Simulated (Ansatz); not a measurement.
The system is PtSe2.

```
Pt Se
1.0
     3.28021   -2.01083    0.00000
     3.28021    2.01083    0.00000
    -0.00323    0.00000    4.62578
Pt Se
1 2
Cartesian
  0.0000 0.0000 0.0000
  4.5120 0.0000 1.3364
  2.0452 0.0000 3.2894
```

The cell was built by a generator and isn't the measured one.

Base run:

* Program: Ansatz 0.2.0
* Functional: LDA
* Potentials or basis: Ansatz PAW
* Cutoff: 420 eV (not typed: the program's choice for these potentials)
* k mesh: 6 × 6 × 4
* Occupations: gaussian, width 0.05 eV
* Spin: collinear spin, ferromagnetic start
* Starting moments: [0.5, 0.0, 0.0] μB
* Hubbard terms: Pt d U = 4 eV

Its results: band gap on the k mesh none (metal or under the smearing width); pressure -9.2 GPa; net moment 0.00 μB per cell; largest force 0.952 eV/Å.

The run is repeated on the same cell with these changes: functional from LDA to PBEsol; hubbard terms from Pt d U = 4 eV to Pt d U = 6 eV. What comes out?

Band gap on the k mesh none (metal or under the smearing width); pressure -6.6 GPa; net moment 0.00 μB per cell; largest force 0.760 eV/Å.

Several settings changed at once, so the effect can't be laid on one alone.

Caveats: the magnetic or orbital state may not be the lowest; the PAW data sets come from PBE, with cores solved anew for the run's functional, which leaves a small shift of forces and pressure; the starting moments weren't kept.
